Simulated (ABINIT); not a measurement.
# Cr (Cmcm) in ABINIT: band structure with PBEsol

Aim: the band structure of Cr with PBEsol.

Program: ABINIT 10.8.3 (patched build). These are calculated values, not measurements. Logs are shortened: lines on timing, memory, paths and dates and some standing lists are left out, and cuts for length are marked. The log counts tension as positive stress, the text compression.

### 1 The crystal as given

It takes space group Cmcm (No. 63, orthorhombic). Conventional cell: a = 2.294 Å, b = 4.934 Å, c = 4.064 Å, α = 90.00°, β = 90.00°, γ = 90.00°. Around Cr (site symmetry m2m) lie 8 Cr at 2.29 to 2.62 Å.

This isn't the form of Cr at room conditions, which is bcc.

### 2 Band structure, PBEsol, collinear spin, ferromagnetic start

Input file run.abi:

```
ndtset 2

pp_dirpath "./"
pseudos "Cr.GGA_PBE-JTH.xml"

acell 2.7206502538 2.7206502538 4.06431074 Angstrom
rprim
     0.4216089530    -0.9067777516     0.0000000000
     0.4216089530     0.9067777516     0.0000000000
     0.0000000000     0.0000000000     1.0000000000
ntypat 1
znucl 24
natom 2
typat 1 1
xcart
     1.1470505050    -1.8282263653     3.0482330550
     1.1470505050     1.8282263653     1.0160776850 Angstrom
chkprim 0
chksymtnons 0
tolsym 1.0e-6

ecut 23.0
pawecutdg 45.0
pawxcdev 0

ixc -116133

occopt 3
tsmear 0.00183747

nsppol 2
spinat
     0.0000000000     0.0000000000     3.0000000000
     0.0000000000     0.0000000000     3.0000000000

nstep 100

iomode 3
prtwf 0
prteig 0
prtebands 0
enunit 1
prtden1 1
prtvha1 1
prtvclmb1 1
prtpot1 1

kptopt1 1
ngkpt1 9 9 5
nshiftk1 1
shiftk1 0.0 0.0 0.0
nband1 20
tolvrs1 1.0e-9

iscf2 -2
getden2 1
nband2 26
nbdbuf2 4
tolwfr2 1.0e-11
kptopt2 -11
ndivsm2 8
prteig2 1
kptbounds2
     0.0000000000     0.0000000000     0.0000000000
     0.3040453018     0.3040453018     0.0000000000
     0.0000000000     0.5000000000     0.0000000000
     0.0000000000     0.5000000000     0.5000000000
     0.3040453018     0.3040453018     0.5000000000
     0.0000000000     0.0000000000     0.5000000000
     0.0000000000     0.0000000000     0.0000000000
    -0.5000000000     0.5000000000     0.0000000000
    -0.3040453018     0.6959546982     0.0000000000
    -0.3040453018     0.6959546982     0.5000000000
    -0.5000000000     0.5000000000     0.5000000000
    -0.5000000000     0.5000000000     0.0000000000
```

Potentials or basis: JTH PAW PBE v2.0.

Command:

```sh
> abinit run.abi > log 2>&1
```

run.abo:

```text
.Version 10.8.3 of ABINIT
 DATASET    1 : space group Cm c m (# 63); Bravais oC (1-face-center ortho.)
================================================================================
 Values of the parameters that define the memory need for DATASET  1.
     intxc =       0    ionmov =       0      iscf =      17    lmnmax =      18
     lnmax =       6     mgfft =      36  mpssoang =       3    mqgrid =    3001
     natom =       2  nloc_mem =       2    nspden =       2   nspinor =       1
    nsppol =       2      nsym =       8    n1xccc =       1    ntypat =       1
    occopt =       3   xclevel =       2
       mpw =         838          nfft =       20736          nkpt =          75
 PAW method is used; the additional fine FFT grid is defined by:
   mgfftf=        48    nfftf =     49152
================================================================================
================================================================================

 DATASET    2 : space group Cm c m (# 63); Bravais oC (1-face-center ortho.)
================================================================================
 Values of the parameters that define the memory need for DATASET  2.
     intxc =       0    ionmov =       0      iscf =      -2    lmnmax =      18
     lnmax =       6     mgfft =      36  mpssoang =       3    mqgrid =    3001
     natom =       2  nloc_mem =       2    nspden =       2   nspinor =       1
    nsppol =       2      nsym =       8    n1xccc =       1    ntypat =       1
    occopt =       3   xclevel =       2
       mpw =         842          nfft =       20736          nkpt =         130
 PAW method is used; the additional fine FFT grid is defined by:
   mgfftf=        48    nfftf =     49152
================================================================================
================================================================================

--------------------------------------------------------------------------------
------------- Echo of variables that govern the present computation ------------
--------------------------------------------------------------------------------
 -outvars: echo values of preprocessed input variables --------
            acell      5.1412838641E+00  5.1412838641E+00  7.6804341892E+00 Bohr
              amu      5.19961000E+01
          chkprim           0
      chksymtnons           0
             ecut      2.30000000E+01 Hartree
           enunit           1
           getden1          0
           getden2          1
             iscf1         17
             iscf2         -2
                       outvar_i_n : Printing only first  50 k-points.
              ixc     -116133
           jdtset        1    2
                       outvar_i_n : Printing only first  50 k-points.
           kptopt1          1
           kptopt2        -11
         kptrlatt        9    0    0      0    9    0      0    0    5
          kptrlen1     3.84021709E+01
          kptrlen2     3.00000000E+01
            natom           2
            nband1         20
            nband2         26
           nbdbuf1          0
           nbdbuf2          4
           ndtset           2
           ndivsm1          0
           ndivsm2          8
            ngfft          24      24      36
          ngfftdg          32      32      48
             nkpt1         75
             nkpt2        130
           nspden           2
           nsppol           2
            nstep         100
             nsym           8
           ntypat           1
                       prtocc : prtvol=0, do not print more k-points.
                       1.000000  1.000000  1.000000  1.000000  1.000000  1.000000
                       1.000000  1.000000  1.000000  1.000000  1.000000  1.000000
                       1.000000  1.000000  0.000000  0.000000  0.000000  0.000000
                       0.000000  0.000000
                       1.000000  1.000000  1.000000  1.000000  1.000000  1.000000
                       1.000000  1.000000  1.000000  1.000000  1.000000  1.000000
[... 3098 lines left out ...]
xred      :
- [  8.7053E-01,   1.2947E-01,   7.5000E-01, Cr]
- [  1.2947E-01,   8.7053E-01,   2.5000E-01, Cr]
cartesian_forces: null
force_length_stats: {min: null, max: null, mean: null, }
...

 Integrated electronic and magnetization densities in atomic spheres:
 ------------------------------------------------------------------------------------------------------------
 Radius=ratsph(iatom), smearing ratsm=  0.0000. Diff(up-dn)=approximate z local magnetic moment.
    Atom    Radius    up_density   dn_density  Total(up+dn)  Diff(up-dn)
    1 Cr   2.10818     6.122380     6.122379     12.244759     0.000001
    2 Cr   2.10818     6.122380     6.122379     12.244759     0.000001
 ------------------------------------------------------------------------------------------------------------
  Sum:                12.244761    12.244758     24.489519     0.000003
 Total magnetization (from the atomic spheres):                0.000003
 Total magnetization (exact up - dn):                          0.000003

================================================================================

 ----iterations are completed or convergence reached----

 Mean square residual over all n,k,spin=   64.267E-13; max=  99.870E-13
 reduced coordinates (array xred) for    2 atoms
       0.870532580007      0.129467420007      0.750000000000
       0.129467420007      0.870532580007      0.250000000000

 cartesian coordinates (angstrom) at end:
    1      1.14705050500000    -1.82822636530000     3.04823305500000
    2      1.14705050500000     1.82822636530000     1.01607768500000
 length scales=  5.141283864063  5.141283864063  7.680434189186 bohr
              =  2.720650253800  2.720650253800  4.064310740000 angstroms
 Eigenvalues (   eV  ) for nkpt= 130  k points, SPIN UP:
 kpt#   1, nband= 26, wtk=  1.00000, kpt=  0.0000  0.0000  0.0000 (reduced coord)
 -61.05171  -60.83989  -32.79945  -32.23910  -31.98724  -31.82754  -31.72307  -31.71176
   2.41351    6.11635    8.36124    8.60347    9.66120   10.69711   11.55217   11.58848
  11.65840   12.23654   12.39030   13.14870   20.14191   26.55987   31.25134   33.12066
  34.00242   36.76517
 kpt#   2, nband= 26, wtk=  1.00000, kpt=  0.0160  0.0160  0.0000 (reduced coord)
 -61.04940  -60.83810  -32.79676  -32.23853  -31.98729  -31.82720  -31.73488  -31.72467
   2.45076    6.14188    8.39854    8.63534    9.66204   10.69982   11.36834   11.51651
  11.55604   12.19669   12.70299   13.15822   20.14366   26.62729   31.28064   33.04825
  34.02043   36.25421
 kpt#   3, nband= 26, wtk=  1.00000, kpt=  0.0320  0.0320  0.0000 (reduced coord)
 -61.04255  -60.83281  -32.78869  -32.23691  -31.98761  -31.82628  -31.76950  -31.76275
   2.56147    6.21691    8.51038    8.72990    9.66033   10.70513   10.90334   11.41626
  11.46127   12.08403   13.18137   13.24026   20.14920   26.82631   31.36832   32.80872
  34.03644   35.09492
 kpt#   4, nband= 26, wtk=  1.00000, kpt=  0.0480  0.0480  0.0000 (reduced coord)
 -61.03140  -60.82423  -32.77545  -32.23451  -31.98884  -31.82487  -31.82477  -31.82417
[... 618 lines left out ...]
 kpt# 128, nband= 26, wtk=  1.00000, kpt= -0.5000  0.5000  0.1111 (reduced coord)
 -60.90428  -60.87326  -32.59996  -32.56174  -32.27517  -32.16215  -31.83650  -31.69762
   6.52321    6.76707    7.79458    8.14515    9.04734    9.21635   11.12250   12.63537
  13.11745   13.20091   14.29740   14.32563   21.26980   21.41241   23.96687   24.18911
  30.92650   34.96686
 kpt# 129, nband= 26, wtk=  1.00000, kpt= -0.5000  0.5000  0.0556 (reduced coord)
 -60.90504  -60.87253  -32.57625  -32.51760  -32.32209  -32.18515  -31.83983  -31.69426
   6.52931    6.92462    7.99728    7.99914    8.74995    9.15870   11.08051   12.62429
  13.12934   13.26160   14.37303   14.41195   21.85205   21.98204   23.21962   23.45024
  30.77318   34.96610
 kpt# 130, nband= 26, wtk=  1.00000, kpt= -0.5000  0.5000  0.0000 (reduced coord)
 -60.90529  -60.87229  -32.56734  -32.49611  -32.34452  -32.19381  -31.84094  -31.69316
   6.53025    6.99472    7.92813    8.12531    8.59127    9.14417   11.06642   12.62054
  13.13335   13.28222   14.39821   14.44086   22.41896   22.42874   22.59741   22.94658
  30.72163   34.96532
 Eigenvalues (   eV  ) for nkpt= 130  k points, SPIN DOWN:
 kpt#   1, nband= 26, wtk=  1.00000, kpt=  0.0000  0.0000  0.0000 (reduced coord)
 -61.05170  -60.83989  -32.79945  -32.23909  -31.98724  -31.82753  -31.72307  -31.71176
   2.41351    6.11635    8.36124    8.60347    9.66120   10.69711   11.55217   11.58848
  11.65840   12.23654   12.39030   13.14870   20.14191   26.55988   31.25134   33.12066
  34.00243   36.76527
 kpt#   2, nband= 26, wtk=  1.00000, kpt=  0.0160  0.0160  0.0000 (reduced coord)
 -61.04940  -60.83810  -32.79676  -32.23852  -31.98729  -31.82720  -31.73488  -31.72467
   2.45076    6.14188    8.39854    8.63534    9.66205   10.69982   11.36834   11.51651
  11.55604   12.19669   12.70299   13.15822   20.14366   26.62729   31.28064   33.04825
  34.02043   36.25421
 kpt#   3, nband= 26, wtk=  1.00000, kpt=  0.0320  0.0320  0.0000 (reduced coord)
 -61.04255  -60.83281  -32.78869  -32.23691  -31.98761  -31.82628  -31.76950  -31.76275
   2.56147    6.21691    8.51039    8.72990    9.66033   10.70513   10.90334   11.41626
  11.46128   12.08403   13.18137   13.24026   20.14920   26.82631   31.36832   32.80872
  34.03644   35.09492
 kpt#   4, nband= 26, wtk=  1.00000, kpt=  0.0480  0.0480  0.0000 (reduced coord)
 -61.03140  -60.82423  -32.77545  -32.23451  -31.98884  -31.82487  -31.82477  -31.82417
[... 619 lines left out ...]
 -60.90428  -60.87326  -32.59996  -32.56174  -32.27517  -32.16215  -31.83650  -31.69762
   6.52321    6.76707    7.79458    8.14515    9.04734    9.21635   11.12250   12.63537
  13.11745   13.20091   14.29740   14.32564   21.26980   21.41242   23.96688   24.18911
  30.92650   34.96686
 kpt# 129, nband= 26, wtk=  1.00000, kpt= -0.5000  0.5000  0.0556 (reduced coord)
 -60.90504  -60.87253  -32.57625  -32.51759  -32.32208  -32.18515  -31.83983  -31.69426
   6.52931    6.92462    7.99728    7.99914    8.74995    9.15870   11.08051   12.62429
  13.12934   13.26160   14.37304   14.41195   21.85205   21.98204   23.21962   23.45024
  30.77318   34.96610
 kpt# 130, nband= 26, wtk=  1.00000, kpt= -0.5000  0.5000  0.0000 (reduced coord)
 -60.90529  -60.87229  -32.56734  -32.49611  -32.34452  -32.19381  -31.84094  -31.69316
   6.53025    6.99472    7.92813    8.12531    8.59128    9.14417   11.06642   12.62054
  13.13335   13.28222   14.39821   14.44086   22.41897   22.42874   22.59741   22.94658
  30.72163   34.96532

== END DATASET(S) ==============================================================
================================================================================

 -outvars: echo values of variables after computation  --------
            acell      5.1412838641E+00  5.1412838641E+00  7.6804341892E+00 Bohr
           etotal1    -1.7468362856E+02
            fcart1    -2.4279428567E-19  3.8486318749E-03 -0.0000000000E+00
                       2.4279428567E-19 -3.8486318749E-03 -0.0000000000E+00
            rprim      4.2160895300E-01 -9.0677775160E-01  0.0000000000E+00
                       4.2160895300E-01  9.0677775160E-01  0.0000000000E+00
                       0.0000000000E+00  0.0000000000E+00  1.0000000000E+00
           strten1     1.4452541929E-04  1.7623125866E-04 -3.2237867180E-05
                       0.0000000000E+00  0.0000000000E+00  0.0000000000E+00
           xangst      1.1470505050E+00 -1.8282263653E+00  3.0482330550E+00
                       1.1470505050E+00  1.8282263653E+00  1.0160776850E+00
             xred      8.7053258001E-01  1.2946742001E-01  7.5000000000E-01
                       1.2946742001E-01  8.7053258001E-01  2.5000000000E-01
 Calculation completed.
```

Run time: 5.1 min. Hardware: 1 thread of Arm Neoverse V1, shared host; peak memory 0.22 GiB.

Results:

```yaml
Free_energy: -4753.3837 eV
Pressure: -2.8 GPa
Largest_force: 0.198 eV/Å
Band_gap_on_the_k_mesh: none (metal or under the smearing width)
Net_moment: 0.00 μB per cell
Valence_electrons_inside_the_program's_atomic_spheres: Cr 12.24 (radii [1.1156] Å)
```

Forces in eV/Å, atoms in the order of the input:
```
Cr   0.000  0.198  0.000
Cr   0.000 -0.198  0.000
```

Stress tensor (GPa, compression positive):
```
-4.25  0.00  0.00
 0.00 -5.18  0.00
 0.00  0.00  0.95
```

Levels at the corners of the path, in eV from the Fermi level:
Spin up:
```
point  band 10  band 11  band 12  band 13  band 14  band 15  band 16  band 17  band 18  band 19
    Γ    -4.41    -2.16    -1.92    -0.86     0.17     1.03     1.06     1.13     1.71     1.87
    X    -3.26    -2.99    -1.69    -1.44    -0.24     0.32     1.42     1.97     2.75     6.44
    S    -3.87    -3.78    -1.35    -0.22     0.06     0.26     1.90     2.09     2.30     4.49
    R    -4.19    -2.38    -2.38     0.10     0.10     1.37     1.37     2.44     2.44     4.93
    A    -3.43    -1.91    -1.91    -1.47    -1.47     0.96     0.96     2.34     2.34     8.15
    Z    -5.70    -1.93    -1.93    -1.18    -1.18     0.56     0.56     0.81     0.81     2.35
    Γ    -4.41    -2.16    -1.92    -0.86     0.17     1.03     1.06     1.13     1.71     1.87
    Y    -3.53    -2.60    -2.40    -1.93    -1.38     0.54     2.10     2.61     2.76     3.87
   X1    -3.26    -2.99    -1.69    -1.44    -0.24     0.32     1.42     1.97     2.75     6.44
   A1    -3.43    -1.91    -1.91    -1.47    -1.47     0.96     0.96     2.34     2.34     8.15
    T    -4.42    -2.71    -2.71     0.43     0.43     1.54     1.54     2.35     2.35     2.47
    Y    -3.53    -2.60    -2.40    -1.93    -1.38     0.54     2.10     2.61     2.76     3.87
```
Spin down:
| point | band 11 | band 12 | band 13 | band 14 | band 15 | band 16 | band 17 | band 18 |
| --- | --- | --- | --- | --- | --- | --- | --- | --- |
| Γ | -2.16 | -1.92 | -0.86 | 0.17 | 1.03 | 1.06 | 1.13 | 1.71 |
| X | -2.99 | -1.69 | -1.44 | -0.24 | 0.32 | 1.42 | 1.97 | 2.75 |
| S | -3.78 | -1.35 | -0.22 | 0.06 | 0.26 | 1.90 | 2.09 | 2.30 |
| R | -2.38 | -2.38 | 0.10 | 0.10 | 1.37 | 1.37 | 2.44 | 2.44 |
| A | -1.91 | -1.91 | -1.47 | -1.47 | 0.96 | 0.96 | 2.34 | 2.34 |
| Z | -1.93 | -1.93 | -1.18 | -1.18 | 0.56 | 0.56 | 0.81 | 0.81 |
| Γ | -2.16 | -1.92 | -0.86 | 0.17 | 1.03 | 1.06 | 1.13 | 1.71 |
| Y | -2.60 | -2.40 | -1.93 | -1.38 | 0.54 | 2.10 | 2.61 | 2.76 |
| X1 | -2.99 | -1.69 | -1.44 | -0.24 | 0.32 | 1.42 | 1.97 | 2.75 |
| A1 | -1.91 | -1.91 | -1.47 | -1.47 | 0.96 | 0.96 | 2.34 | 2.34 |
| T | -2.71 | -2.71 | 0.43 | 0.43 | 1.54 | 1.54 | 2.35 | 2.35 |
| Y | -2.60 | -2.40 | -1.93 | -1.38 | 0.54 | 2.10 | 2.61 | 2.76 |

Caveat: the starting moments collapsed, and a magnetic state may lie lower; the PAW data sets were made with another functional, which shifts forces and pressure a little.
